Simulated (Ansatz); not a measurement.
**Optical constants of KCl**

The calculation used DFT LDA, scalar-relativistic, plane waves, PAW (Ansatz 0.2.0). Cutoff 420 eV, 6×6×6 k-points (Γ-centred), Gaussian smearing of 0.01 eV. No spin polarisation.

Relaxed structure:
```yaml
crystal:
  lattice:
    - [0.00000, 3.53410, 3.53410]
    - [3.53410, 0.00000, 3.53410]
    - [3.53410, 3.53410, 0.00000]
  atoms:
    - { symbol: K, position: [0.00000, 0.00000, 0.00000] }
    - { symbol: Cl, position: [0.25000, 0.25000, 0.25000] }
```

The cell is the ideal cubic zincblende prototype; this isn't the usual structure of the compound.

Independent-particle response (no local fields, no excitons) on a 10×10×10 mesh, broadened by 0.1 eV. Light polarised along x. The bands above those solved add 0.09 to ε₁ at zero frequency; that share is added as a constant.

(1) Tabulate n, κ, the reflectivity and the absorption coefficient against photon energy.

(2) Where is the highest local maximum of ε₂ between 0.3 and 9 eV?

(3) How do the static value and the gaps compare?

Results:

(1)
```
E (eV) n     κ     R  α (10⁵ cm⁻¹)
   0.3  1.48  0.00  0.04          0.00
   0.6  1.48  0.00  0.04          0.00
   0.9  1.49  0.00  0.04          0.00
   1.2  1.49  0.00  0.04          0.00
   1.5  1.49  0.00  0.04          0.00
   1.8  1.50  0.00  0.04          0.00
   2.1  1.51  0.00  0.04          0.00
   2.4  1.52  0.00  0.04          0.00
   2.7  1.53  0.00  0.04          0.00
   3.0  1.54  0.00  0.05          0.00
   3.3  1.56  0.00  0.05          0.00
   3.6  1.58  0.00  0.05          0.00
   3.9  1.61  0.00  0.05          0.00
   4.2  1.65  0.00  0.06          0.00
   4.5  1.75  0.05  0.07          0.21
   4.8  1.73  0.14  0.07          0.70
   5.1  1.72  0.18  0.07          0.95
   5.4  1.71  0.21  0.07          1.16
   5.7  1.71  0.23  0.08          1.35
   6.0  1.73  0.26  0.08          1.57
   6.3  1.81  0.32  0.09          2.07
   6.6  1.71  0.43  0.09          2.87
   6.9  1.47  0.80  0.13          5.58
   7.2  1.78  0.14  0.08          1.02
   7.5  1.51  0.95  0.16          7.26
   7.8  1.20  0.66  0.09          5.20
   8.1  1.37  0.24  0.03          1.93
   8.4  1.88  0.20  0.10          1.72
   8.7  1.78  0.87  0.16          7.67
   9.0  1.33  1.06  0.19          9.65
```

(2) At 7.4 eV, where ε₂ = 3.5.

(3) ε₁(0) = 2.20; on the self-consistent k mesh the Kohn–Sham gap is 4.43 eV and the least direct gap 4.46 eV.

Cost: 1 run of about 0.66 core-minutes, on Intel Xeon Processor @ 2.50GHz (Skylake/Cascade Lake) (shared hosts).